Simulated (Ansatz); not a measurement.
The cell is COD entry 7212245, as deposited and not checked against the literature; nothing was relaxed. The listed cell was then made from it by scaling, straining or moving an atom.

SrTiO3: DFT, PBE, PAW with Ansatz's default frozen-core files, scalar-relativistic (Ansatz 0.2.0). What sets it apart from a plain run of this crystal: equal xy, yz and zx engineering shear strains of -1 %.

Command: `ansatz run input.yaml --threads 2 --pin off --max-ram 6144MiB --backend cpu --events-out ev --progress --plain --runs-dir out` The run took 3.1 s on 2 threads of Arm Neoverse V1 (shared host), peak memory 0.41 GiB.

```yaml
crystal:
  lattice:
    - [3.905, -0.019525, -0.019525]
    - [-0.019525, 3.905, -0.019525]
    - [-0.019525, -0.019525, 3.905]
  atoms:
    - { symbol: Sr, position: [0.0, 0.0, 0.0] }
    - { symbol: Ti, position: [0.5, 0.5, 0.5] }
    - { symbol: O, position: [0.0, 0.5, 0.5] }
    - { symbol: O, position: [0.5, 0.0, 0.5] }
    - { symbol: O, position: [0.5, 0.5, 0.0] }
kpoints:
  mp_grid: { grid: [7, 7, 7] }
scf:
  occupations: { method: fermi_dirac, width: 0.05 }
hamiltonian:
  xc: pbe
  pseudopotentials: { kind: paw }
output:
  forces: true
  stress: true
  eigenvalues: true
  efg: { contact_densities: true }
```

Output (standing set-up lines are left out):

```
Crystal: 5 atoms, lattice volume = 59.543 Å³
Basis set: ecut = 420 eV, 1177 PW (Γ), exchange–correlation on 54×54×54 points (8 copies of the dense FFT grid, shifted against one another)
Symmetry: 12 space group operations
Space group: R-3m (ITA 166), of the structure as read, at distance tolerance 3.9e-5 Å
k-points: 44 of 343
SCF iter   1: F=—  HF=-7754.459535 eV  |F-HF|=—  |Δ(HF+E_count)|=         —  Δρ=2.00e-3  dr2=1.36e-3  ethr=1.77e-3  ⟨swp⟩=7.1  Hψ=5742  notcnv=0
preconditioner: auto → Resta (q_TF=auto, 2.553 Å⁻¹)  ε∞=5.6  [insulator: Δε(μ)=1.888 eV  Ē_g=12.252 eV  σ=0.050 eV  W_gap=1.00  n_scr=18 (ndim 8)  ℏωp=26.4 eV  f_vac=0.000  D(μ)=0.00/eV (n_scr^D=0)  ε∞_Penn≈5.6]
SCF iter   2: F=—  HF=-7754.462063 eV  |F-HF|=—  |Δ(HF+E_count)|=   2.53e-3  Δρ=9.40e-4  dr2=2.15e-4  ethr=3.40e-6  ⟨swp⟩=3.3  Hψ=2353  notcnv=0
SCF iter   3: F=—  HF=-7754.462184 eV  |F-HF|=—  |Δ(HF+E_count)|=   1.21e-4  Δρ=2.15e-4  dr2=1.81e-5  ethr=5.37e-7  ⟨swp⟩=2.4  Hψ=1524  notcnv=0
SCF iter   4: F=—  HF=-7754.461581 eV  |F-HF|=—  |Δ(HF+E_count)|=   6.04e-4  Δρ=6.16e-5  dr2=2.84e-6  ethr=4.53e-8  ⟨swp⟩=2.0  Hψ=1916  notcnv=0
SCF iter   5: F=—  HF=-7754.461580 eV  |F-HF|=—  |Δ(HF+E_count)|=   2.43e-7  Δρ=2.35e-5  dr2=5.17e-7  ethr=7.09e-9  ⟨swp⟩=1.8  Hψ=1120  notcnv=0
SCF iter   6: F=-7754.461580 eV  HF=-7754.461580 eV  |F-HF|=3.17e-8  |Δ(HF+E_count)|=   7.97e-8  Δρ=5.43e-6  dr2=4.11e-8  ethr=2.50e-10  ⟨swp⟩=8.7  Hψ=5201  notcnv=0
SCF 1 converged in 6 iterations: F = -7754.461580 eV  dr2 = 4.11e-8
  greatest PAW one-centre occupation: 0.999 electrons in one spin orbital (limit 2), on the Ti atom at site 1 (counted from 0), in its partial waves of l = 0
SCF converged after 6 iterations
Free energy (F): -7754.461580 eV
Harris-Foulkes:  -7754.461580 eV  (|F-HF|=3.17e-8)
Internal energy: -7754.461580 eV  (E = F + TS)
E sigma→0 (E₀):  -7754.461580 eV
Fermi energy:    10.935203 eV
--- Per-component energies (eV) ---
  E_band       = -204.710859
  E_kinetic    = 1048.569090
  E_local      = -2384.088599  (includes V_loc(G=0)·N_el)
  E_nonlocal   = 348.038445
  E_hartree    = 834.829765
  E_xc         = -496.684965
  E_vxc        = -572.544929  (∫ρ·V_xc dr)
  E_paw        = -4213.758411  (= ΣΔE_a)
  E_vpaw       = -314.347508  (= ΣTr[D̂ρ^β])
  E_aug_tail   = 0.007540  (compensation charges beyond the density's cutoff)
  E_ewald      = -2891.374444
  E_smearing   = -0.000000  (= −TS)
  E_closure    = -0.000000  (closes the sum)
  Σ components = -7754.461580   (vs F -7754.461580, Δ=0.00e0)
--- Forces (eV/Å), atoms counted from 1 ---
  atom   1  Sr     0.00000000    -0.00000000     0.00000000
  atom   2  Ti    -0.00000000     0.00000000     0.00000000
  atom   3  O     -0.00000000     0.00000000    -0.00000000
  atom   4  O      0.00000000    -0.00000000     0.00000000
  atom   5  O      0.00000000     0.00000000     0.00000000
  max |Σ_I F_I| component: 5.92e-30 eV/Å
--- Stress (GPa, compression-positive) ---
        4.349771       1.147576       1.147576
        1.147576       4.349771       1.147576
        1.147576       1.147576       4.349771
  P = ⅓ Tr σ = 4.3498 GPa (43.498 kbar)
--- PAW observables at the nuclei: V_zz in 10²¹ V/m², potentials from the cell's mean, atoms counted from 1 ---
  atom   1  Sr V_zz =    -0.579258   η = 0.0000   by run symmetry: allowed
            electrostatic potential = -5512.514979 V   contact ρ = 401062.052434 e/Å³
  atom   2  Ti V_zz =    +0.433402   η = 0.0000   by run symmetry: allowed
            electrostatic potential = -2529.212191 V   contact ρ = 56792.501007 e/Å³
  atom   3  O  V_zz =    +1.318462   η = 0.0716   by run symmetry: allowed
            electrostatic potential = -626.700847 V   contact ρ = 2157.103679 e/Å³
  atom   4  O  V_zz =    +1.318462   η = 0.0716   by run symmetry: allowed
            electrostatic potential = -626.700847 V   contact ρ = 2157.103679 e/Å³
  atom   5  O  V_zz =    +1.318462   η = 0.0716   by run symmetry: allowed
            electrostatic potential = -626.700847 V   contact ρ = 2157.103679 e/Å³
--- Band table (eV; the first three rows and the last of 44) ---
  k-point 0: bands = ["-46.3972", "-22.7175", "-22.6672", "-22.6560", "-22.6560", "-7.4226", "-6.4393", "-6.4393", "-4.7238", "-4.7087", "-4.7087", "7.1645", "7.1645", "7.2230", "8.7816", "8.8421", "8.8421", "9.6280", "9.6280", "9.6998", "11.8470", "11.8972", "11.8972", "14.3421", "14.3421"]
  k-point 1: bands = ["-46.3970", "-22.7470", "-22.6630", "-22.6554", "-22.6389", "-7.4314", "-6.4397", "-6.4321", "-4.7101", "-4.6995", "-4.5819", "6.9195", "7.1519", "7.1911", "8.5463", "8.5768", "8.6568", "9.0603", "9.4988", "9.5653", "11.9093", "12.3079", "12.3355", "14.3464", "14.9229"]
  k-point 2: bands = ["-46.3965", "-22.7926", "-22.6613", "-22.6542", "-22.6133", "-7.5183", "-6.4157", "-6.3169", "-4.6902", "-4.6787", "-4.3300", "6.2978", "7.1332", "7.1672", "8.0556", "8.0579", "8.1412", "8.3043", "9.3330", "9.4172", "11.9800", "13.1273", "13.1480", "14.3526", "15.8668"]
  k-point 43: bands = ["-46.3936", "-22.7287", "-22.7191", "-22.7180", "-22.6561", "-6.2796", "-6.1381", "-6.1048", "-4.9248", "-4.9231", "-4.8086", "5.5052", "5.9218", "5.9224", "6.2021", "6.3036", "6.3605", "9.8417", "9.8555", "9.9289", "14.3587", "14.3780", "14.3921", "17.1271", "17.2219"]
```
